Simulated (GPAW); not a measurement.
Crystal: HfC.

```
CELL_PARAMETERS angstrom
0.00000 2.32500 2.32500
2.32500 0.00000 2.32500
2.32500 2.32500 0.00000
ATOMIC_POSITIONS crystal
Hf 0.50000 0.50000 0.50000
C 0.00000 0.00000 0.00000
```

- Program: GPAW 26.7.0
- Task: relaxation of cell and atoms
- Functional: PBEsol
- Dispersion: D3(BJ)
- Potentials or basis: PAW data sets generated in the run's folder for this functional
- Cutoff: 800 eV
- Basis: pw
- k mesh: 10 × 10 × 10
- Occupations: fermi-dirac, width 0.05 eV
- Spin: no spin polarisation

At the start: pressure -10.0 GPa; volume 12.57 Å³/atom.

Q: How do energy, volume and symmetry change on relaxing?

A: Over 4 steps the energy falls by 15.7 meV/atom and the volume is 12.06 Å³/atom (-4.0 %); space group Fm-3m (No. 225, to 0.05 Å).

Step by step:
```csv
step,energy change (eV),largest force (eV/Å),pressure (GPa),volume (Å³)
1,0.0000,0.0000,-10.00,25.14
2,-0.0207,0.0000,-6.11,24.72
3,-0.0314,0.0000,0.28,24.10
4,-0.0315,0.0000,-0.01,24.12
```

Final structure:
```yaml
crystal:
  lattice:
    - [0.00000, 2.29339, 2.29339]
    - [2.29339, 0.00000, 2.29339]
    - [2.29339, 2.29339, 0.00000]
  atoms:
    - { symbol: Hf, position: [0.50000, 0.50000, 0.50000] }
    - { symbol: C, position: [0.00000, 0.00000, 0.00000] }
```

Caveat: later steps reuse the first step's grids; pairwise dispersion overbinds metals, which lowers pressure and volume.
